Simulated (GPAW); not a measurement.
Runs of GPAW 26.7.0 on MgS. Symmetry: P6_3mc, No. 186, hexagonal system. Conventional cell: a = 4.035 Å, b = 4.035 Å, c = 6.432 Å, α = 90.00°, β = 90.00°, γ = 120.00°. S (site symmetry 3m) has 4 Mg at 2.45 to 2.47 Å as nearest neighbours. Mg (site symmetry 3m) is surrounded by 4 S at 2.45 to 2.47 Å. The cell comes from a database or a generator and needn't be the stable form of this composition.

```csv
task,level,potentials or basis,cell,k mesh,cutoff (eV),smearing,maxiter,optimizer,fmax,max steps,convergence,mesh quality,gap on the mesh (eV),pressure (GPa),relaxed volume (Å³/atom),largest force (eV/Å)
relaxation of cell and atoms,RPBE,"the program's PAW data sets (release 1.2.1) made for this functional, pw",relaxed,6 × 6 × 3,800,fermi-dirac 0.05 eV,150,BFGS,0.02 eV/Å,60,density=1e-05 forces=0.0001,not flagged,3.44,-0.1,23.81,-
single point,PBEsol,"PAW data sets generated in the run's folder for this functional, pw",as given,6 × 6 × 4,600,fermi-dirac 0.05 eV,120,-,-,-,default,not flagged,3.27,-0.3,-,(a)
relaxation of cell and atoms,PBEsol,"PAW data sets generated in the run's folder for this functional, pw",relaxed,6 × 6 × 3,800,fermi-dirac 0.05 eV,150,BFGS,0.02 eV/Å,60,density=1e-05 forces=0.0001,not flagged,(b),-0.1,22.61,0.01
dielectric tensor,PBEsol,"PAW data sets generated in the run's folder for this functional, pw",as given,6 × 6 × 4,600,fermi-dirac 0.001 eV,150,-,-,-,-,not flagged,3.27,-,-,-
```

Alike in all rows: no spin polarisation.

**Question.** Estimate the missing entries.

**Answer.** (a) 0.05; (b) 3.29.

Caveats: later steps reuse the first step's grids (some runs); the cutoff is short for stress and forces, so pressures can be off by a GPa or more (some runs); the long-wavelength limit can be off by a per cent or two (some runs); an odd mesh through Γ misses points on the zone boundary, where band edges often lie (some runs).
